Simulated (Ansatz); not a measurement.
Four zincblende compounds that share partners, relaxed with r2SCAN in the PAW code Ansatz; the fourth is withheld. No spin polarisation and no zero-point or thermal motion.

```
solid  a (Å)
  AlP  5.479
 AlAs  5.678
  InP  5.908
```

If bond lengths are sums of radii, what lattice constant follows for InAs?
a(InAs) ≈ a(AlAs) + a(InP) − a(AlP) = 5.678 + 5.908 − 5.479 = 6.107 Å. The relaxed cell has 6.109 Å, 0.0 % from the sum: the rule holds well here.

How much does a change of partner add, in either pair?
AlP → AlAs: +0.199 Å, and InP → InAs: +0.201 Å; AlP → InP: +0.429 Å, and AlAs → InAs: +0.431 Å. Fixed radii would make each pair equal; they differ by 0.002 Å.
